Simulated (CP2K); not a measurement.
Runs of CP2K 2026.2 on AlN. The structure is cubic, space group F-43m (No. 216). Conventional cell: a = 4.368 Å, b = 4.368 Å, c = 4.368 Å, α = 90.00°, β = 90.00°, γ = 90.00°. Al (site symmetry -43m) has 4 N at 1.89 Å as nearest neighbours. N (site symmetry -43m) is surrounded by 4 Al at 1.89 Å. Measurements of this composition are mostly on another form, of space group No. 186.

```tsv
task	level	potentials or basis	smearing	NGRIDS	points a segment of the path (NPOINTS)	bands added on the path	CUTOFF of the grids	gap on the mesh (eV)	pressure (GPa)
band structure	TB-mBJ	POTENTIAL_UZH Al GTH-PBE-q3, N GTH-PBE-q5; TZVP-MOLOPT-PBE-GTH basis	fermi-dirac 0.1 eV	5	10	2	675 Ry	(a)	-
band structure	LDA	GTH_POTENTIALS Al GTH-PADE-q3, N GTH-PADE-q5; TZVP-MOLOPT-PBE-GTH basis	fermi-dirac 0.0259 eV	4	10	2	450 Ry	3.25	-4.9
band structure	r2SCAN	POTENTIAL_UZH Al GTH-SCAN-q3, N GTH-SCAN-q5; TZVP-MOLOPT-SCAN-GTH basis	fermi-dirac 0.05 eV	5	6	2	675 Ry	4.01	(b)
band structure	PBEsol	POTENTIAL_UZH Al GTH-PBE-q3, N GTH-PBE-q5; TZVP-MOLOPT-PBE-GTH basis	fermi-dirac 0.05 eV	4	8	4	450 Ry	3.17	3.4
```

Alike in all rows: no spin polarisation; cell as given; k mesh 10 × 10 × 10.

Q: Fill in the values left out.

A: (a) 3.99; (b) -2.3.

Caveats: the basis of atomic orbitals isn't converged, which shifts pressures, moduli and gaps; the potentials were made for another functional, which shifts forces and pressure (some runs); this is a model potential without an energy functional, so only levels have meaning (some runs).

